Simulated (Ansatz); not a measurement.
# MoTe₂

Computed with Ansatz (plane waves, PAW, 500 eV cutoff): r²SCAN, scalar-relativistic, collinear spin, Γ-centred 8×8×2 mesh, 0.05 eV Gaussian smearing. The datasets are Ansatz's generated set soft_2.

```yaml
crystal:
  lattice:
    - [3.56368, 0.00000, 0.00000]
    - [-1.78184, 3.08624, 0.00000]
    - [0.00000, 0.00000, 14.71971]
  atoms:
    - { symbol: Te, position: [0.33333, 0.66667, 0.62843] }
    - { symbol: Te, position: [0.66667, 0.33333, 0.12843] }
    - { symbol: Te, position: [0.33333, 0.66667, 0.87157] }
    - { symbol: Te, position: [0.66667, 0.33333, 0.37157] }
    - { symbol: Mo, position: [0.33333, 0.66667, 0.25000] }
    - { symbol: Mo, position: [0.66667, 0.33333, 0.75000] }
```

The chain of runs began from a cell as deposited in COD, expanded in volume.

Magnetic state: non-magnetic, site spin moments none.

Elastic constants come from the stress of slightly strained cells with relaxed atoms, in GPa, Voigt order xx, yy, zz, yz, xz, xy in the Cartesian frame of the vectors above.

```
118.5  30.4   5.5   0.0   0.0   0.0
 30.4 118.5   5.5   0.0   0.0   0.0
  5.5   5.5  20.2   0.0   0.0   0.0
  0.0   0.0   0.0   9.6   0.0   0.0
  0.0   0.0   0.0   0.0   9.6   0.0
  0.0   0.0   0.0   0.0   0.0  44.0
```

Question: Work out the Voigt, Reuss and Hill moduli.

Answer: Voigt: K = (C11 + C22 + C33 + 2(C12 + C13 + C23))/9 = 38 GPa, G = (C11 + C22 + C33 − C12 − C13 − C23 + 3(C44 + C55 + C66))/15 = 27 GPa. Reuss, from the compliances S = C⁻¹: K = 17.6 GPa, G = 15.1 GPa. Hill means: K = 28 GPa, G = 21 GPa.

Question: And Young's modulus, Poisson's ratio, Pugh's ratio and the anisotropy?

Answer: E = 9KG/(3K + G) = 50 GPa, ν = (3K − 2G)/(6K + 2G) = 0.20, K/G = 1.31 (under the 1.75 that Pugh's rule, made for metals, takes as the line between brittle and ductile), universal anisotropy index 5G_V/G_R + K_V/K_R − 6 = 5.1. The eigenvalues of C are 9.6, 9.6, 19.7, 44, 88, 149 GPa, all positive.

Question: What sound velocities and Debye temperature follow for a polycrystal?

Answer: With a density of 7.204 g/cm³ (mean mass 117.1 u, 26.98 Å³/atom), K = 27.70 and G = 21.06 GPa from the unrounded constants, v_l = √((K + 4G/3)/ρ) = 2780 m/s and v_t = √(G/ρ) = 1710 m/s. The mean [(1/v_l³ + 2/v_t³)/3]^(−1/3) is 1890 m/s, and θ_D = (ħ/k_B)(6π²/V)^(1/3) v_m ≈ 190 K, with V the volume an atom. This is the low-temperature, elastic estimate.

It ran for 8.5 min on 4 threads of Arm Neoverse V1, with other jobs on the host, peak memory 1.6 GiB.

Kohn–Sham gaps of semilocal functionals lie under measured ones, often by a third or more. No spin–orbit coupling, a notable omission for heavy elements. For this crystal the k-mesh misses a band edge: under r²SCAN at the relaxed cell a band path gives a gap of 1.05 eV where the mesh alone gives 1.12 eV, so gaps on the mesh are upper bounds. The structure is built of weakly bound layers, and this functional has no dispersion term, so their spacing and all that hangs on it (volume, the soft elastic constants, low modes, dielectric constants) are poorly given.

The elastic tensor splits by bond type. In-plane stretching (C11 = 118.5 GPa) works against the covalent Mo–Te network inside each layer, while compression along c (C33 = 20.2 GPa) and sliding of the layers (C44 = 9.6 GPa) meet only the weak contact between facing Te sheets. The c axis is longer than the measured one, probably because the interlayer attraction is underestimated. This also touches the in-plane constants, since the same layer stiffness is spread over a thicker cell.

The Voigt and Reuss bulk moduli, 38 and 17.6 GPa, lie so far apart that the Hill values are midpoints of a wide range rather than sharp predictions. The Debye temperature inherits this, and a directional average of the sound velocities would probably lower it, as slow interlayer shear waves weigh most. Nor does Pugh's ratio describe failure here, where easy basal cleavage and glide are expected. The positive eigenvalues show stability against small homogeneous strains, but not against finite-wavelength distortions or transformation to another polytype.
